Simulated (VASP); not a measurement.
# BN (Qingsongite) (F-43m) in VASP: a series of runs

One crystal, BN (Qingsongite), is run at these levels: PBEsol; tasks: relaxation of the atoms.

Program: VASP 6.6.1. These are calculated values, not measurements. Logs are shortened: lines on timing, memory, paths and dates and some standing lists are left out, and cuts for length are marked.

**Experimental background.**

A printed reference work, monograph reports, for a bulk crystal of BN at 300 K: band gap 6.4 eV (indirect).

How close the calculation comes is told below.

**1. The structure**

It takes space group F-43m (No. 216, cubic). Conventional cell: a = 3.607 Å, b = 3.607 Å, c = 3.607 Å, α = 90.00°, β = 90.00°, γ = 90.00°. B (site symmetry -43m) has 4 N at 1.56 Å as nearest neighbours. Around N (site symmetry -43m) lie 4 B at 1.56 Å.

**2. Relaxation of the atoms, PBEsol**

File INCAR:

```
SYSTEM = BN
  PREC = Accurate
  ENCUT = 600
  EDIFF = 1E-7
  ISMEAR = 0
  SIGMA = 0.03
  LREAL = .False.
  LASPH = .True.
  NELM = 80
  ALGO = Fast
  ISIF = 2
  LWAVE = .False.
  LCHARG = .False.
  GGA = PS
  IBRION = 2
  NSW = 40
  EDIFFG = -0.01
```

File KPOINTS:

```
Automatic mesh
0
Gamma
  14 14 14
  0 0 0
```

File POSCAR:

```
BN                                      
1.0
    0.0000000000      1.8033209052      1.8033209052
    1.8033209052      0.0000000000      1.8033209052
    1.8033209052      1.8033209052      0.0000000000
  B               N             
     1     1
Direct
     0.0000000000000000    0.0000000000000000    0.0000000000000000
     0.2500000000000000    0.2500000000000000    0.2500000000000000
```

Potentials or basis: VASP PAW PBE potentials, release 64 (B, N).

The run is started by

```
> cat potpaw_PBE.64/B/POTCAR potpaw_PBE.64/N/POTCAR > POTCAR
> mpirun -np 1 vasp_std > vasp.out
```

OUTCAR:

```text
SYSTEM = BN
   PREC = Accurate
   ENCUT = 600
   EDIFF = 1E-7
   ISMEAR = 0
   LREAL = .False.
   LASPH = .True.
   NELM = 80
   ISIF = 2
   GGA = PS
   IBRION = 2
   NSW = 40
   EDIFFG = -0.01

 ion  position               nearest neighbor table
   1  0.000  0.000  0.000-   2 1.56   2 1.56   2 1.56   2 1.56
   2  0.250  0.250  0.250-   1 1.56   1 1.56   1 1.56   1 1.56

  LATTYP: Found a face centered cubic cell.
 ALAT       =     3.6066418104

  Lattice vectors:

 A1 = (   0.0000000000,   1.8033209052,   1.8033209052)
 A2 = (   1.8033209052,   0.0000000000,   1.8033209052)
 A3 = (   1.8033209052,   1.8033209052,   0.0000000000)

Analysis of symmetry for initial positions (statically):
=====================================================================
 Subroutine PRICEL returns:
 Original cell was already a primitive cell.

 Routine SETGRP: Setting up the symmetry group for a
 face centered cubic supercell.

 Subroutine GETGRP returns: Found 24 space group operations
 (whereof 24 operations were pure point group operations)
 out of a pool of 48 trial point group operations.

The static configuration has the point symmetry T_d .

Analysis of symmetry for dynamics (positions and initial velocities):
=====================================================================
 Subroutine PRICEL returns:
 Original cell was already a primitive cell.

 Routine SETGRP: Setting up the symmetry group for a
 face centered cubic supercell.

 Subroutine GETGRP returns: Found 24 space group operations
 (whereof 24 operations were pure point group operations)
 out of a pool of 48 trial point group operations.

The dynamic configuration has the point symmetry T_d .

 Subroutine INISYM returns: Found 24 space group operations
 (whereof 24 operations are pure point group operations),
 and found     1 'primitive' translations

----------------------------------------------------------------------------------------

                                     Primitive cell

  volume of cell :      11.7287

  direct lattice vectors                    reciprocal lattice vectors
     0.000000000  1.803320905  1.803320905    -0.277266236  0.277266236  0.277266236
     1.803320905  0.000000000  1.803320905     0.277266236 -0.277266236  0.277266236
     1.803320905  1.803320905  0.000000000     0.277266236  0.277266236 -0.277266236

  length of vectors
     2.550280881  2.550280881  2.550280881     0.480239208  0.480239208  0.480239208

  position of ions in fractional coordinates (direct lattice)
     0.000000000  0.000000000  0.000000000
     0.250000000  0.250000000  0.250000000

  ion indices of the primitive-cell ions
   primitive index   ion index
                 1           1
                 2           2

----------------------------------------------------------------------------------------

 KPOINTS: Automatic mesh

Automatic generation of k-mesh.
 Grid dimensions read from file:
 generate k-points for:   14   14   14

 Generating k-lattice:

  Cartesian coordinates                     Fractional coordinates (reciprocal lattice)
    -0.019804731  0.019804731  0.019804731     0.071428571  0.000000000  0.000000000
     0.019804731 -0.019804731  0.019804731     0.000000000  0.071428571  0.000000000
     0.019804731  0.019804731 -0.019804731     0.000000000  0.000000000  0.071428571

  Length of vectors
     0.034302801  0.034302801  0.034302801

  Shift w.r.t. Gamma in fractional coordinates (k-lattice)
     0.000000000  0.000000000  0.000000000

 Subroutine IBZKPT returns following result:
 ===========================================

 Found    104 irreducible k-points:

 Following reciprocal coordinates:
            Coordinates               Weight
  0.000000  0.000000  0.000000      1.000000
  0.071429  0.000000  0.000000      8.000000
  0.142857  0.000000  0.000000      8.000000
  0.214286  0.000000  0.000000      8.000000
  0.285714  0.000000  0.000000      8.000000
  0.357143  0.000000  0.000000      8.000000
[... 16 lines left out ...]
  0.214286  0.142857  0.000000     24.000000
  0.285714  0.142857  0.000000     24.000000
 [... further k-points ...]
   k-points           NKPTS =    104   k-points in BZ     NKDIM =    104   number of bands    NBANDS=      8
   number of dos      NEDOS =    301   number of ions     NIONS =      2
   total plane-waves  NPLWV =   8000
   dimension x,y,z NGX =    20 NGY =   20 NGZ =   20
   dimension x,y,z NGXF=    40 NGYF=   40 NGZF=   40
   ions per type =               1   1
   NGX,Y,Z   is equivalent  to a cutoff of  13.04, 13.04, 13.04 a.u.
   NGXF,Y,Z  is equivalent  to a cutoff of  26.07, 26.07, 26.07 a.u.
 SYSTEM =  BN
   PREC   = accura    normal or accurate (medium, high low for compatibility)
   ISTART =      0    job   : 0-new  1-cont  2-samecut
   ICHARG =      2    charge: 1-file 2-atom 10-const
   ISPIN  =      1    spin polarized calculation?
   LNONCOLLINEAR =      F non collinear calculations
   LSORBIT =      F    spin-orbit coupling
   LASPH  =      T    aspherical Exc in radial PAW
   ENCUT  =  600.0 eV  44.10 Ry    6.64 a.u.   5.09  5.09  5.09*2*pi/ulx,y,z
   NELM   =     80;   NELMIN=  2; NELMDL= -5     # of ELM steps
   EDIFF  = 0.1E-06   stopping-criterion for ELM
   LREAL  =      F    real-space projection
   EDIFFG = -.1E-01   stopping-criterion for IOM
   NSW    =     40    number of steps for IOM
   IBRION =      2    ionic relax: 0-MD 1-quasi-New 2-CG
   NFREE  =      1    steps in history (QN), initial steepest desc. (CG)
   ISIF   =      2    stress and relaxation
   ISYM   =      2    0-nonsym 1-usesym 2-fastsym
   POTIM  = 0.5000    time-step for ionic-motion
   TEBEG  =    0.0;   TEEND  =   0.0 temperature during run
   PSTRESS=    0.0 pullay stress
   NELECT =       8.0000    total number of electrons
   NUPDOWN=      -1.0000    fix difference up-down
   EMIN   =  10.00;   EMAX   =-10.00  energy-range for DOS
   EFERMI =   0.00;   METHOD = LEGACY
   ISMEAR =     0;   SIGMA  =   0.03  broadening in eV -4-tet -1-fermi 0-gaus
   EFERMI_NEDOS =   21; number of points for ismear=-14 and -15
   IALGO  =     68    algorithm
   IMIX   =      4    mixing-type and parameters
     AMIX     =   0.40;   BMIX     =  1.00
     AMIX_MAG =   1.60;   BMIX_MAG =  1.00
  volume/ion in A,a.u.               =       5.86        39.57
  Fermi-wavevector in a.u.,A,eV,Ry     =   1.441081  2.723249 28.255427  2.076715
  Thomas-Fermi vector in A             =   2.559753
   LORBIT       =      0    0 simple, 1 ext, 2 COOP (PROOUT), +10 PAW based schemes
   GGA     = PS    functional components
   LHFCALC =     F    Hartree Fock is set to
   AEXX    =    0.0000 exact exchange contribution
   IVDW    =     0    specifies the selected vdW correction
   LEPSILON=     F    determine dielectric tensor
   LRPA    =     F    only Hartree local field effects (RPA)
 conjugate gradient relaxation of ions
 non-spin polarized calculation
 RMM-DIIS sequential band-by-band and
 Gauss-broadening in eV      SIGMA  =   0.03
  energy-cutoff  :      600.00
  volume of cell :       11.73
 maximum number of plane-waves:       399
   NGX = 11   NGY = 11   NGZ = 11

 number of electron       7.9999999 magnetization

 Free energy of the ion-electron system (eV)
  ---------------------------------------------------
  ext. energy  EPLUGINS =         0.00000000
  ---------------------------------------------------
  free energy    TOTEN  =       -18.35076392 eV

  energy without entropy =      -18.35076392  energy(sigma->0) =      -18.35076392

 E-fermi :   7.6873     XC(G=0): -13.0502

 val. band max:        7.4485120911   @ k =   0.0000   0.0000   0.0000
 cond. band min:      11.7323055769   @ k =   0.5000   0.5000   0.0000
 fundamental gap:      4.2837934858
 Fermi energy:         7.6873357649

 k-point     1 :       0.0000    0.0000    0.0000
  band No.  band energies     occupation
      1     -12.8840      2.00000
      2       7.4485      2.00000
      3       7.4485      2.00000
      4       7.4485      2.00000
      5      16.2425      0.00000
      6      16.2425      0.00000
      7      16.2425      0.00000
      8      17.8289      0.00000

 k-point     2 :       0.0714    0.0000    0.0000
  band No.  band energies     occupation
      1     -12.7585      2.00000
      2       6.7548      2.00000
      3       7.3115      2.00000
      4       7.3115      2.00000
      5      16.4085      0.00000
      6      16.4501      0.00000
      7      16.4501      0.00000
      8      18.2517      0.00000

 k-point     3 :       0.1429    0.0000    0.0000
  band No.  band energies     occupation
      1     -12.3848      2.00000
      2       5.0734      2.00000
      3       6.9614      2.00000
      4       6.9614      2.00000
      5      16.6876      0.00000
      6      16.9649      0.00000
      7      16.9649      0.00000
      8      19.3141      0.00000

 k-point     4 :       0.2143    0.0000    0.0000
  band No.  band energies     occupation
      1     -11.7742      2.00000
      2       2.9873      2.00000
      3       6.5228      2.00000
      4       6.5228      2.00000
      5      16.9647      0.00000
      6      17.5382      0.00000
      7      17.5382      0.00000
      8      20.4993      0.00000

 k-point     5 :       0.2857    0.0000    0.0000
  band No.  band energies     occupation
      1     -10.9528      2.00000
      2       0.8426      2.00000
      3       6.1029      2.00000
      4       6.1029      2.00000
      5      17.2273      0.00000
      6      17.9398      0.00000
      7      17.9398      0.00000
      8      21.4645      0.00000

 k-point     6 :       0.3571    0.0000    0.0000
  band No.  band energies     occupation
      1      -9.9831      2.00000
      2      -1.1446      2.00000
      3       5.7693      2.00000
      4       5.7693      2.00000
      5      17.4439      0.00000
      6      18.1020      0.00000
      7      18.1020      0.00000
      8      22.1159      0.00000

 k-point     7 :       0.4286    0.0000    0.0000
  band No.  band energies     occupation
      1      -9.0392      2.00000
      2      -2.7228      2.00000
      3       5.5580      2.00000
      4       5.5580      2.00000
      5      17.5840      0.00000
      6      18.1181      0.00000
      7      18.1181      0.00000
      8      22.4791      0.00000
[... 133 lines left out ...]
 k-point    20 :      -0.1429    0.0714    0.0000
  band No.  band energies     occupation
      1     -12.0974      2.00000
      2       4.3481      2.00000
      3       5.9996      2.00000
      4       7.0619      2.00000
      5      16.9207      0.00000
      6      16.9434      0.00000
      7      17.7003      0.00000
      8      19.8365      0.00000

 k-point    21 :      -0.0714    0.0714    0.0000
  band No.  band energies     occupation
      1     -12.5502      2.00000
      2       6.0125      2.00000
      3       6.6202      2.00000
      4       7.3207      2.00000
      5      16.5190      0.00000
      6      16.5337      0.00000
      7      17.1094      0.00000
      8      18.8418      0.00000

 k-point    22 :       0.1429    0.1429    0.0000
  band No.  band energies     occupation
      1     -12.2192      2.00000
      2       5.8608      2.00000
      3       6.0432      2.00000
      4       6.0432      2.00000
      5      15.3835      0.00000
      6      18.1943      0.00000
      7      18.1943      0.00000
      8      19.1973      0.00000

 k-point    23 :       0.2143    0.1429    0.0000
  band No.  band energies     occupation
      1     -11.7711      2.00000
      2       4.2934      2.00000
      3       5.5066      2.00000
      4       5.9236      2.00000
      5      15.3114      0.00000
      6      18.7776      0.00000
      7      18.9971      0.00000
      8      19.7474      0.00000

 k-point    24 :       0.2857    0.1429    0.0000
  band No.  band energies     occupation
      1     -11.0972      2.00000
      2       2.3601      2.00000
      3       5.0659      2.00000
      4       5.5723      2.00000
      5      15.6283      0.00000
      6      19.1448      0.00000
      7      19.6043      0.00000
      8      20.2374      0.00000

 [... further k-points ...]

------------------------ aborting loop because EDIFF is reached ----------------------------------------

  FORCE on cell =-STRESS in cart. coord.  units (eV):
  Direction    XX          YY          ZZ          XY          YZ          ZX
  --------------------------------------------------------------------------------------
  -------------------------------------------------------------------------------------
  Total        0.0007654      0.0007654      0.0007654     -0.0000000     -0.0000000     -0.0000000
  in kB        0.1045557      0.1045557      0.1045557     -0.0000000     -0.0000000     -0.0000000
  external PRESSURE =       0.1045557 kB  Pullay stress =       0.0000000 kB

 VOLUME and BASIS-vectors are now :
 -----------------------------------------------------------------------------
  energy-cutoff  :      600.00
  volume of cell :       11.73
      direct lattice vectors                 reciprocal lattice vectors
     0.000000000  1.803320905  1.803320905    -0.277266236  0.277266236  0.277266236
     1.803320905  0.000000000  1.803320905     0.277266236 -0.277266236  0.277266236
     1.803320905  1.803320905  0.000000000     0.277266236  0.277266236 -0.277266236

 POSITION                                       TOTAL-FORCE (eV/Angst)
 -----------------------------------------------------------------------------------
      0.00000      0.00000      0.00000        -0.000000     -0.000000     -0.000000
      0.90166      0.90166      0.90166         0.000000      0.000000      0.000000
 -----------------------------------------------------------------------------------
    total drift:                                0.000000      0.000000      0.000000

  FREE ENERGIE OF THE ION-ELECTRON SYSTEM (eV)
  ---------------------------------------------------
  free  energy   TOTEN  =       -18.3507639200 eV

  energy  without entropy=      -18.3507639200  energy(sigma->0) =      -18.35076392

 reached required accuracy - stopping structural energy minimisation
```

Run time: 16 s. Hardware: 1 thread of Intel Xeon Platinum 8259CL at 2.50GHz (Skylake/Cascade Lake), shared host; peak memory 0.12 GiB.

What came out:

| Item | Value |
| --- | --- |
| Free energy | -18.3508 eV |
| Pressure after relaxing | 0.0 GPa |
| Band gap on the k mesh | 4.28 eV, indirect (least direct gap 8.79 eV) |

Final structure:
```yaml
crystal:
  lattice:
    - [0.00000, 1.80332, 1.80332]
    - [1.80332, 0.00000, 1.80332]
    - [1.80332, 1.80332, 0.00000]
  atoms:
    - { symbol: B, position: [0.00000, 0.00000, 0.00000] }
    - { symbol: N, position: [0.25000, 0.25000, 0.25000] }
```

Caveat: the relaxation stopped at its first step, so nothing moved; the PAW data sets were made with another functional, which shifts forces and pressure a little.

**3. Relaxation of the atoms, PBEsol (a relaxed cell with its volume scaled by 1.02)**

INCAR is that of step 2.

KPOINTS is that of step 2.

File POSCAR:

```
BN                                      
1.0
    0.0000000000      1.8152637758      1.8152637758
    1.8152637758      0.0000000000      1.8152637758
    1.8152637758      1.8152637758      0.0000000000
  B               N             
     1     1
Direct
     0.0000000000000000    0.0000000000000000    0.0000000000000000
     0.2500000000000000    0.2500000000000000    0.2500000000000000
```

Potentials or basis: VASP PAW PBE potentials, release 64 (B, N).

The run is started by

```
> cat potpaw_PBE.64/B/POTCAR potpaw_PBE.64/N/POTCAR > POTCAR
> mpirun -np 1 vasp_std > vasp.out
```

Wall time 20 s (1 thread of Intel Xeon Platinum 8259CL at 2.50GHz (Skylake/Cascade Lake), shared host); peak memory 0.14 GiB.

It converged, with:

```
Free energy             : -18.3460 eV
Pressure after relaxing : -7.4 GPa
Band gap on the k mesh  : 4.26 eV, indirect (least direct gap 8.70 eV)
```

Final structure:
```
B N
1.0
     0.00000    1.81526    1.81526
     1.81526    0.00000    1.81526
     1.81526    1.81526    0.00000
B N
1 1
Cartesian
  0.0000 0.0000 0.0000
  0.9076 0.9076 0.9076
```

Levels at points of the mesh, in eV from the valence-band top:
```
           k point  band 1  band 2  band 3  band 4  band 5  band 6  band 7  band 8
(0.00, 0.00, 0.00)  -20.11    0.00    0.00    0.00    8.70    8.70    8.70   10.06
(0.50, 0.00, 0.00)  -15.90  -10.66   -1.92   -1.92    9.93   10.55   10.55   14.95
(0.50, 0.50, 0.00)  -14.54   -8.88   -4.88   -4.88    4.26    9.02   17.68   17.68
```

Caveat: the relaxation stopped at its first step, so nothing moved; the PAW data sets were made with another functional, which shifts forces and pressure a little. A k mesh can miss the band edges.

**4. Relaxation of the atoms, PBEsol (a relaxed cell with its volume scaled by 1.04)**

INCAR is that of step 3.

KPOINTS is that of step 3.

File POSCAR:

```
BN                                      
1.0
    0.0000000000      1.8270515332      1.8270515332
    1.8270515332      0.0000000000      1.8270515332
    1.8270515332      1.8270515332      0.0000000000
  B               N             
     1     1
Direct
     0.0000000000000000    0.0000000000000000    0.0000000000000000
     0.2500000000000000    0.2500000000000000    0.2500000000000000
```

The run is started by

```
> cat potpaw_PBE.64/B/POTCAR potpaw_PBE.64/N/POTCAR > POTCAR
> mpirun -np 1 vasp_std > vasp.out
```

It took 14 s on 1 thread of Intel Xeon Platinum 8259CL at 2.50GHz (Skylake/Cascade Lake), shared host; peak memory 0.13 GiB.

The run converged. Its results:

```
Free energy             : -18.3309 eV
Pressure after relaxing : -14.1 GPa
Band gap on the k mesh  : 4.24 eV, indirect (least direct gap 8.61 eV)
```

Final structure:
```cif
data_structure
_symmetry_space_group_name_H-M 'P 1'
_symmetry_Int_Tables_number 1
_cell_length_a 2.5838
_cell_length_b 2.5838
_cell_length_c 2.5838
_cell_angle_alpha 60.000
_cell_angle_beta 60.000
_cell_angle_gamma 60.000
_cell_volume 12.20
loop_
_atom_site_label
_atom_site_type_symbol
_atom_site_fract_x
_atom_site_fract_y
_atom_site_fract_z
_atom_site_occupancy
B1 B 0.00000 0.00000 0.00000 1
N1 N 0.25000 0.25000 0.25000 1
```

Levels at points of the mesh, in eV from the valence-band top:
```
           k point  band 1  band 2  band 3  band 4  band 5  band 6  band 7  band 8
(0.00, 0.00, 0.00)  -19.89    0.00    0.00    0.00    8.61    8.61    8.61    9.75
(0.50, 0.00, 0.00)  -15.77  -10.49   -1.89   -1.89    9.68   10.45   10.45   14.75
(0.50, 0.50, 0.00)  -14.44   -8.76   -4.78   -4.78    4.24    8.91   17.39   17.39
```

Caveat: the relaxation stopped at its first step, so nothing moved; the PAW data sets were made with another functional, which shifts forces and pressure a little.

**5. Summary**

| cell | gap on the mesh (eV) | pressure (GPa) |
| --- | --- | --- |
| atoms relaxed | 4.28 | 0.0 |
| atoms relaxed from: a relaxed cell with its volume scaled by 1.02 | 4.26 | -7.4 |
| atoms relaxed from: a relaxed cell with its volume scaled by 1.04 | 4.24 | -14.1 |

Alike in all rows: task relaxation of the atoms; level PBEsol; potentials or basis VASP PAW PBE potentials, release 64 (B, N); no spin polarisation; k mesh 14 × 14 × 14; cutoff (eV) 600; smearing gaussian 0.03 eV.

Caveats: the relaxation stopped at its first step, so nothing moved; the PAW data sets were made with another functional, which shifts forces and pressure a little.

Total energies depend on the potentials used, so only differences within one code and one set of settings carry meaning.

**6. Against experiment**

Step 2. A measured gap of BN is 6.4 eV (indirect; 300 K; a printed reference work, monograph); the calculated 4.28 eV misses it by -2.12 eV. The value is that of PBEsol on a finite k mesh, which can miss the band edges, without temperature or zero-point motion. Semilocal functionals fall short of measured gaps as a rule.
